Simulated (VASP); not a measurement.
# Ni2H (P-3m1) in VASP: equation of state with r2SCAN

Aim: the equation of state of Ni2H with r2SCAN.

Program: VASP 6.6.1. These are calculated values, not measurements. Logs are shortened: lines on timing, memory, paths and dates and some standing lists are left out, and cuts for length are marked.

## 1. The undisturbed crystal

Symmetry: P-3m1, No. 164, trigonal system. The conventional cell has a = 2.643 Å, b = 2.643 Å, c = 4.308 Å, α = 90.00°, β = 90.00°, γ = 120.00°. Ni (site symmetry 3m) is surrounded by 3 H at 1.83 Å. Around H (site symmetry -3m) lie 6 Ni at 1.83 Å.

## 2. Equation of state, r2SCAN, collinear spin, ferromagnetic start, 8.43 Å³/atom

The input, INCAR:

```
PREC = Accurate
ENCUT = 900
EDIFF = 1E-8
ISMEAR = 0
SIGMA = 0.05
LREAL = False
LASPH = True
NELM = 100
ALGO = Normal
ISIF = 2
LWAVE = False
LCHARG = False
ISPIN = 2
MAGMOM = 1 1 0
LORBIT = 11
LMAXMIX = 4
METAGGA = R2SCAN
LMIXTAU = True
ADDGRID = False
```

The input, KPOINTS:

```
regular mesh
0
Gamma
  18 18 10
```

The input, POSCAR:

```
Ni2H
1.0
    2.6163012049      0.0000000000      0.0000000000
   -1.3081506025      2.2657833074      0.0000000000
    0.0000000000      0.0000000000      4.2644818732
Ni H
2 1
Direct
    0.6666666667      0.3333333333      0.7670000000
    0.3333333333      0.6666666667      0.2330000000
    0.0000000000      0.0000000000      0.0000000000
```

Potentials or basis: VASP PAW PBE potentials, release 64 (Ni, H_s).

The run is started by

```
cat potpaw_PBE.64/Ni/POTCAR potpaw_PBE.64/H_s/POTCAR > POTCAR
mpirun -np 1 vasp_std > vasp.out
```

OUTCAR:

```text
PREC = Accurate
   ENCUT = 900
   EDIFF = 1E-8
   ISMEAR = 0
   LREAL = False
   LASPH = True
   NELM = 100
   ISIF = 2
   ISPIN = 2
   LORBIT = 11
   METAGGA = R2SCAN

 ion  position               nearest neighbor table
   1  0.667  0.333  0.767-   3 1.81   3 1.81   3 1.81   2 2.50   2 2.50   2 2.50   2 2.73   2 2.73
                             2 2.73
   2  0.333  0.667  0.233-   3 1.81   3 1.81   3 1.81   1 2.50   1 2.50   1 2.50   1 2.73   1 2.73
                             1 2.73
   3  0.000  0.000  0.000-   1 1.81   2 1.81   1 1.81   2 1.81   1 1.81   2 1.81

  LATTYP: Found a hexagonal cell.
 ALAT       =     2.6163012049
 C/A-ratio  =     1.6299659478

  Lattice vectors:

 A1 = (   2.6163012049,   0.0000000000,   0.0000000000)
 A2 = (  -1.3081506025,   2.2657833074,   0.0000000000)
 A3 = (   0.0000000000,   0.0000000000,   4.2644818732)

Analysis of symmetry for initial positions (statically):
=====================================================================
 Subroutine PRICEL returns:
 Original cell was already a primitive cell.

 Routine SETGRP: Setting up the symmetry group for a
 hexagonal supercell.

 Subroutine GETGRP returns: Found 12 space group operations
 (whereof 12 operations were pure point group operations)
 out of a pool of 24 trial point group operations.

The static configuration has the point symmetry D_3d.

Analysis of symmetry for dynamics (positions and initial velocities):
=====================================================================
 Subroutine PRICEL returns:
 Original cell was already a primitive cell.

 Routine SETGRP: Setting up the symmetry group for a
 hexagonal supercell.

 Subroutine GETGRP returns: Found 12 space group operations
 (whereof 12 operations were pure point group operations)
 out of a pool of 24 trial point group operations.

The dynamic configuration has the point symmetry D_3d.

Analysis of structural, dynamic, and magnetic symmetry:
=====================================================================
 Subroutine PRICEL returns:
 Original cell was already a primitive cell.

 Routine SETGRP: Setting up the symmetry group for a
 hexagonal supercell.

 Subroutine GETGRP returns: Found 12 space group operations
 (whereof 12 operations were pure point group operations)
 out of a pool of 24 trial point group operations.

The overall configuration has the point symmetry D_3d.

 Subroutine INISYM returns: Found 12 space group operations
 (whereof 12 operations are pure point group operations),
 and found     1 'primitive' translations

----------------------------------------------------------------------------------------

                                     Primitive cell

  volume of cell :      25.2797

  direct lattice vectors                    reciprocal lattice vectors
     2.616301205  0.000000000  0.000000000     0.382218988  0.220674236  0.000000000
    -1.308150603  2.265783307  0.000000000     0.000000000  0.441348472  0.000000000
     0.000000000  0.000000000  4.264481873     0.000000000  0.000000000  0.234495076

  length of vectors
     2.616301205  2.616301205  4.264481873     0.441348472  0.441348472  0.234495076

  position of ions in fractional coordinates (direct lattice)
     0.666666667  0.333333333  0.767000000
     0.333333333  0.666666667  0.233000000
     0.000000000  0.000000000  0.000000000

  ion indices of the primitive-cell ions
   primitive index   ion index
                 1           1
                 2           2
                 3           3

----------------------------------------------------------------------------------------

 KPOINTS: regular mesh

Automatic generation of k-mesh.
 Grid dimensions read from file:
 generate k-points for:   18   18   10

 Generating k-lattice:

  Cartesian coordinates                     Fractional coordinates (reciprocal lattice)
     0.021234388  0.012259680  0.000000000     0.055555556  0.000000000  0.000000000
     0.000000000  0.024519360  0.000000000     0.000000000  0.055555556  0.000000000
     0.000000000  0.000000000  0.023449508     0.000000000  0.000000000  0.100000000

  Length of vectors
     0.024519360  0.024519360  0.023449508

  Shift w.r.t. Gamma in fractional coordinates (k-lattice)
     0.000000000  0.000000000  0.000000000

 Subroutine IBZKPT returns following result:
 ===========================================

 Found    330 irreducible k-points:

 Following reciprocal coordinates:
            Coordinates               Weight
  0.000000  0.000000  0.000000      1.000000
  0.055556 -0.000000  0.000000      6.000000
  0.111111 -0.000000  0.000000      6.000000
  0.166667 -0.000000  0.000000      6.000000
  0.222222 -0.000000  0.000000      6.000000
  0.277778  0.000000  0.000000      6.000000
[... 16 lines left out ...]
  0.333333  0.111111  0.000000     12.000000
  0.388889  0.111111  0.000000     12.000000
 [... further k-points ...]
   k-points           NKPTS =    330   k-points in BZ     NKDIM =    330   number of bands    NBANDS=     15
   number of dos      NEDOS =    301   number of ions     NIONS =      3
   total plane-waves  NPLWV =  32928
   dimension x,y,z NGX =    28 NGY =   28 NGZ =   42
   dimension x,y,z NGXF=    56 NGYF=   56 NGZF=   84
   ions per type =               2   1
   NGX,Y,Z   is equivalent  to a cutoff of  17.79, 17.79, 16.37 a.u.
   NGXF,Y,Z  is equivalent  to a cutoff of  35.58, 35.58, 32.75 a.u.
 SYSTEM =  unknown system
   PREC   = accura    normal or accurate (medium, high low for compatibility)
   ISTART =      0    job   : 0-new  1-cont  2-samecut
   ICHARG =      2    charge: 1-file 2-atom 10-const
   ISPIN  =      2    spin polarized calculation?
   LNONCOLLINEAR =      F non collinear calculations
   LSORBIT =      F    spin-orbit coupling
   LASPH  =      T    aspherical Exc in radial PAW
   ENCUT  =  900.0 eV  66.15 Ry    8.13 a.u.   6.40  6.40 10.43*2*pi/ulx,y,z
   NELM   =    100;   NELMIN=  2; NELMDL= -5     # of ELM steps
   EDIFF  = 0.1E-07   stopping-criterion for ELM
   LREAL  =      F    real-space projection
   EDIFFG = 0.1E-06   stopping-criterion for IOM
   NSW    =      0    number of steps for IOM
   IBRION =     -1    ionic relax: 0-MD 1-quasi-New 2-CG
   NFREE  =      0    steps in history (QN), initial steepest desc. (CG)
   ISIF   =      2    stress and relaxation
   ISYM   =      2    0-nonsym 1-usesym 2-fastsym
   POTIM  = 0.5000    time-step for ionic-motion
   TEBEG  =    0.0;   TEEND  =   0.0 temperature during run
   PSTRESS=    0.0 pullay stress
   NELECT =      21.0000    total number of electrons
   NUPDOWN=      -1.0000    fix difference up-down
   EMIN   =  10.00;   EMAX   =-10.00  energy-range for DOS
   EFERMI =   0.00;   METHOD = LEGACY
   ISMEAR =     0;   SIGMA  =   0.05  broadening in eV -4-tet -1-fermi 0-gaus
   EFERMI_NEDOS =   21; number of points for ismear=-14 and -15
   IALGO  =     38    algorithm
   IMIX   =      4    mixing-type and parameters
     AMIX     =   0.40;   BMIX     =  1.00
     AMIX_MAG =   1.60;   BMIX_MAG =  1.00
  volume/ion in A,a.u.               =       8.43        56.87
  Fermi-wavevector in a.u.,A,eV,Ry     =   1.538947  2.908189 32.223485  2.368359
  Thomas-Fermi vector in A             =   2.645244
   LORBIT       =     11    0 simple, 1 ext, 2 COOP (PROOUT), +10 PAW based schemes
   METAGGA = R2SCAN    functional components
   LHFCALC =     F    Hartree Fock is set to
   AEXX    =    0.0000 exact exchange contribution
   IVDW    =     0    specifies the selected vdW correction
   LEPSILON=     F    determine dielectric tensor
   LRPA    =     F    only Hartree local field effects (RPA)
 spin polarized calculation
 Gauss-broadening in eV      SIGMA  =   0.05
  energy-cutoff  :      900.00
  volume of cell :       25.28
 maximum number of plane-waves:      1578
 NGX is ok and might be reduce to    28
   NGX = 13   NGY = 13   NGZ = 21

 number of electron      20.9999995 magnetization       0.6793705

 Free energy of the ion-electron system (eV)
  ---------------------------------------------------
  ext. energy  EPLUGINS =         0.00000000
  ---------------------------------------------------
  free energy    TOTEN  =       -27.00034171 eV

  energy without entropy =      -26.99434428  energy(sigma->0) =      -26.99734300

 E-fermi :   8.0668     XC(G=0): -13.7970

 val. band max:        8.0660493434   @ k =   0.4444   0.1111   0.1000
 cond. band min:       8.0670893864   @ k =   0.0000   0.1111   0.3000
 fundamental gap:      0.0010400429
 Fermi energy:         8.0668342515

 spin component 1

 k-point     1 :       0.0000    0.0000    0.0000
  band No.  band energies     occupation
      1      -3.4107      1.00000
      2       3.4618      1.00000
      3       5.6090      1.00000
      4       5.8587      1.00000
      5       5.8587      1.00000
      6       6.0662      1.00000
      7       6.1089      1.00000
      8       6.1089      1.00000
      9       6.6273      1.00000
     10       6.6273      1.00000
     11       7.3938      1.00000
     12       7.3938      1.00000
     13      12.5047      0.00000
     14      22.4328      0.00000
     15      30.1733      0.00000
[... 397 lines left out ...]
 k-point    24 :       0.3889    0.1111    0.0000
  band No.  band energies     occupation
      1       0.2560      1.00000
      2       3.8752      1.00000
      3       4.4533      1.00000
      4       5.3575      1.00000
      5       5.7700      1.00000
      6       5.9740      1.00000
      7       6.2112      1.00000
      8       7.2917      1.00000
      9       7.4060      1.00000
     10       7.5201      1.00000
     11       8.1668      0.00235
     12      10.9496      0.00000
     13      14.9436      0.00000
     14      16.1323      0.00000
     15      17.2862      0.00000

 [... further k-points ...]

 spin component 2

 k-point     1 :       0.0000    0.0000    0.0000
  band No.  band energies     occupation
      1      -3.4994      1.00000
      2       3.7781      1.00000
      3       5.5924      1.00000
      4       6.3420      1.00000
      5       6.3420      1.00000
      6       6.6534      1.00000
      7       6.6537      1.00000
      8       6.6537      1.00000
      9       7.0036      1.00000
     10       7.0036      1.00000
     11       7.8415      1.00000
     12       7.8415      1.00000
     13      12.8619      0.00000
     14      22.4053      0.00000
     15      30.2471      0.00000
[... 397 lines left out ...]
 k-point    24 :       0.3889    0.1111    0.0000
  band No.  band energies     occupation
      1       0.2725      1.00000
      2       4.0969      1.00000
      3       4.8780      1.00000
      4       5.6607      1.00000
      5       6.1123      1.00000
      6       6.3088      1.00000
      7       6.7558      1.00000
      8       7.8585      1.00000
      9       7.9465      0.99967
     10       8.0642      0.53020
     11       8.7119      0.00000
     12      11.2427      0.00000
     13      15.0411      0.00000
     14      16.2219      0.00000
     15      17.3422      0.00000

 [... further k-points ...]

------------------------ aborting loop because EDIFF is reached ----------------------------------------

  FORCE on cell =-STRESS in cart. coord.  units (eV):
  Direction    XX          YY          ZZ          XY          YZ          ZX
  --------------------------------------------------------------------------------------
  -------------------------------------------------------------------------------------
  Total       -1.8816088     -1.8816088     -1.5125501      0.0000000     -0.0000000     -0.0000000
  in kB     -119.2525083   -119.2525083    -95.8623259      0.0000000     -0.0000000     -0.0000000
  external PRESSURE =    -111.4557808 kB  Pullay stress =       0.0000000 kB

 VOLUME and BASIS-vectors are now :
 -----------------------------------------------------------------------------
  energy-cutoff  :      900.00
  volume of cell :       25.28
      direct lattice vectors                 reciprocal lattice vectors
     2.616301205  0.000000000  0.000000000     0.382218988  0.220674236  0.000000000
    -1.308150603  2.265783307  0.000000000     0.000000000  0.441348472  0.000000000
     0.000000000  0.000000000  4.264481873     0.000000000  0.000000000  0.234495076

 POSITION                                       TOTAL-FORCE (eV/Angst)
 -----------------------------------------------------------------------------------
      1.30815      0.75526      3.27086         0.000000     -0.000000     -1.306310
     -0.00000      1.51052      0.99362        -0.000000      0.000000      1.306310
      0.00000      0.00000      0.00000        -0.000000      0.000000     -0.000000
 -----------------------------------------------------------------------------------
    total drift:                               -0.000000      0.000000      0.000000

  FREE ENERGIE OF THE ION-ELECTRON SYSTEM (eV)
  ---------------------------------------------------
  free  energy   TOTEN  =       -27.0003417130 eV

  energy  without entropy=      -26.9943442826  energy(sigma->0) =      -26.99734300

 total charge

# of ion       s       p       d       tot
------------------------------------------
    1        0.431   0.480   8.412   9.323
    2        0.431   0.480   8.412   9.323
    3        0.707   0.090   0.000   0.797
--------------------------------------------------
tot          1.569   1.050  16.824  19.443

 magnetization (x)

# of ion       s       p       d       tot
------------------------------------------
    1       -0.004  -0.014   0.376   0.358
    2       -0.004  -0.014   0.376   0.358
    3       -0.002  -0.004   0.000  -0.006
--------------------------------------------------
tot         -0.010  -0.032   0.753   0.711
```

It took 32 min on 1 thread of AMD EPYC 9R45 (Zen 5), shared host; peak memory 0.53 GiB.

What came out:

```
Free energy                                           : -27.0003 eV
Pressure                                              : -11.1 GPa
Largest force                                         : 1.306 eV/Å
Band gap on the k mesh                                : none (metal or under the smearing width)
Net moment                                            : 0.68 μB per cell
Site moments                                          : Ni +0.36; H -0.01 μB
Valence electrons inside the program's atomic spheres : Ni 9.32; H 0.80
```

Caveat: the PAW data sets were made with another functional, which shifts forces and pressure a little.
